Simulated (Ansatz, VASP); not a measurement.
**SnTe: VASP beside Ansatz**

```
Sn Te
1.0
     0.00000    3.18935    3.21806
     3.18935    0.00000    3.21806
     3.18935    3.18935    0.00000
Sn Te
1 1
Direct
  0.00000 0.00000 0.00000
  0.50000 0.50000 0.50000
```

Change from the starting cell: uniaxial_z strain +0.9%.

Alike in both runs: task single point; functional r2SCAN; k mesh 8 × 8 × 8; occupations fermi-dirac, width 0.02 eV; no spin polarisation.

|  | VASP | Ansatz |
| --- | --- | --- |
| version | VASP 6.6.1 | Ansatz 0.2.0 |
| potentials or method | VASP PAW PBE potentials, release 64 (Sn_d, Te) | plane waves, PAW |
| plane-wave cutoff (eV) | 520 | 500 |
| valence electrons in the cell | 20 | 30 |

Ansatz gave:

```
pressure (GPa)                                  : -0.5
largest component of the traceless stress (GPa) : 0.68
```

Task: Estimate VASP's values.

Result: Pressure (GPa): -0.5; largest component of the traceless stress (GPa): 0.69.

The two sets of potentials don't hold the same shells in valence.

Caveats: the PAW data sets were made with another functional, which shifts forces and pressure a little (VASP).
